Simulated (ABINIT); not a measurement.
Wanted: the native input for an ABINIT 10.8.3 (patched build) run.

- Task: band structure
- Functional: LDA-VWN
- Potentials or basis: PseudoDojo NC SR LDA v0.4.1 standard
- Cutoff: 1143 eV
- k mesh: 10 × 10 × 10
- Occupations: fermi-dirac, width 0.05 eV
- Spin: no spin polarisation

The system is GaN.

```
Ga N
1.0
     0.00000    2.25350    2.25350
     2.25350    0.00000    2.25350
     2.25350    2.25350    0.00000
Ga N
1 1
Direct
  0.00000 0.00000 0.00000
  0.25000 0.25000 0.25000
```

The cell is a database's computed one.

These files were run (other wordings do the same):

run.abi

```
# Datasets: ground state, then fixed potential
ndtset 2

# Pseudopotentials
pp_dirpath "./"
pseudos "Ga.upf, N.upf"

# Structure
acell 3*1.0 Angstrom
rprim
     0.0000000000     2.2535006075     2.2535006075
     2.2535006075     0.0000000000     2.2535006075
     2.2535006075     2.2535006075     0.0000000000
ntypat 2
znucl 31 7
natom 2
typat 1 2
xred
     0.0000000000     0.0000000000     0.0000000000
     0.2500000000     0.2500000000     0.2500000000

# Plane-wave basis
ecut 1142.878222 eV

# Exchange and correlation
ixc -1007

# Bands and occupations
occopt 3
tsmear 0.05 eV

# SCF cycle
nstep 100

# Output
iomode 3
prtwf 0
prteig 0
prtebands 0
enunit 2
prtden1 1

# Dataset 1
kptopt1 1
ngkpt1 10 10 10
nshiftk1 1
shiftk1 0.0 0.0 0.0
nband1 13
tolvrs1 1.0e-10

# Dataset 2: bands along G-X-W-K-G-L-U-W-L-K
iscf2 -2
getden2 1
nband2 17
nbdbuf2 2
tolwfr2 1.0e-12
kptopt2 -9
ndivsm2 6
prteig2 1
prtvol2 -3
kptbounds2
     0.0000000000     0.0000000000     0.0000000000
     0.5000000000     0.0000000000     0.5000000000
     0.5000000000     0.2500000000     0.7500000000
     0.3750000000     0.3750000000     0.7500000000
     0.0000000000     0.0000000000     0.0000000000
     0.5000000000     0.5000000000     0.5000000000
     0.6250000000     0.2500000000     0.6250000000
     0.5000000000     0.2500000000     0.7500000000
     0.5000000000     0.5000000000     0.5000000000
     0.3750000000     0.3750000000     0.7500000000
```

Potentials or basis: PseudoDojo NC SR LDA v0.4.1 standard.

Run with:

```bash
$ abinit run.abi > log 2>&1
```

Results of the run:

```
Pressure                                              : -6.9 GPa
Band gap on the k mesh                                : 1.77 eV, direct
Band gap along the path                               : 1.77 eV, direct
Valence electrons inside the program's atomic spheres : Ga 10.90; N 5.19
```

It took 100 s on 1 thread of Arm Neoverse V1 (shared host), peak memory 0.12 GiB.
